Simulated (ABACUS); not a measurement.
# Sc under changes of volume

One of the cells (25.002 Å³/atom); the others are scaled copies at fixed shape and fractional positions:

```xyz
2
Lattice="3.3090 0.0000 0.0000 -1.6545 2.8657 0.0000 0.0000 0.0000 5.2733" Properties=species:S:1:pos:R:3 pbc="T T T"
Sc    1.6545    0.9552    3.9550
Sc    0.0000    1.9105    1.3183
```

```yaml
Program: ABACUS 3.10.1
Functional: PBE
Potentials_or_basis: PseudoDojo NC SR 0.5 PBE standard
Cutoff: 1361 eV
Density_cutoff: 5442 eV
Basis: TZDP LCAO (the cutoffs set its grid)
k_mesh: 8 × 8 × 5
Occupations: fermi-dirac, width 0.05 eV
Spin: no spin polarisation
```

```tsv
volume (Å³/atom)	energy over the lowest point (meV/atom)	pressure (GPa)
23.502	10.65	3.0
24.002	3.33	1.7
24.502	0.00	0.5
25.002	0.25	-0.6
25.502	3.82	-1.6
26.002	?	?
26.502	19.74	-3.4
```

Problem. What does the run at 26.002 Å³/atom give?

Solution. Energy over the lowest point 10.36 meV/atom; pressure -2.5 GPa.

Worked out: A Birch-Murnaghan fit of order 3 (a polynomial in V^(-2/3)) to the other rows has its minimum at 24.71 Å³/atom with B0 = V·E''(V) = 55 GPa and B' = 3.5 at fixed shape and positions, which overstates the stiffness. It gives 10.40 meV/atom at 26.002 Å³/atom, against the run's 10.36, and -dE/dV = -2.6 GPa, against -2.5.

Energies are extrapolated to zero smearing.

Caveats: the atomic orbitals were generated for these runs and aren't a published set; the basis of atomic orbitals isn't converged, which shifts pressures, moduli and gaps.
